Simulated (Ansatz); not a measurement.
Ge:

```
Ge
1.0
     1.48805   -2.59469    0.00000
     1.48805    2.59469    0.00000
     0.00000    0.00000    4.72760
Ge
2
Direct
  0.33345 0.66655 0.25000
  0.66655 0.33345 0.75000
```

This isn't the form of Ge at room conditions, which is diamond.

| Item | Value |
| --- | --- |
| Program | Ansatz 0.2.0 |
| Task | relaxation of cell and atoms |
| Functional | revPBE |
| Dispersion | D4 |
| Potentials or basis | all-electron LAPW, scalar-relativistic |
| Basis error allowed | 0.001 eV/atom |
| k mesh | 10 × 10 × 6 |
| Occupations | fermi-dirac, width 0.05 eV |
| Spin | no spin polarisation |

At the start: volume 18.25 Å³/atom.

Question: How do energy, volume and symmetry change on relaxing?

Answer: Over 16 steps the energy falls by 73.8 meV/atom and the volume is 18.30 Å³/atom (+0.3 %); space group P6/mmm (No. 191, to 0.05 Å).

The path:
```tsv
step	energy change (eV)	largest force (eV/Å)	volume (Å³)
1	0.0000	0.0009	36.51
2	-0.0058	0.0056	36.48
3	-0.0061	0.0080	36.42
4	-0.0066	0.0092	36.40
5	-0.0086	0.0362	36.23
6	-0.0340	0.1015	36.43
7	-0.0723	0.0309	36.44
8	-0.1195	0.0809	36.86
9	-0.1338	0.0015	36.78
10	-0.1422	0.0038	36.89
11	-0.1461	0.0089	36.37
12	-0.1471	0.0044	36.72
13	-0.1475	0.0023	36.62
14	-0.1476	0.0009	36.58
15	-0.1476	0.0003	36.61
16	-0.1477	0.0003	36.61
```

Final structure:
```
CELL_PARAMETERS angstrom
1.42321 -2.46547 0.00000
1.42321 2.46547 0.00000
0.00000 0.00000 5.21621
ATOMIC_POSITIONS crystal
Ge 0.49974 0.50026 0.25000
Ge 0.50026 0.49974 0.75000
```

Caveat: pairwise dispersion overbinds metals, which lowers pressure and volume.
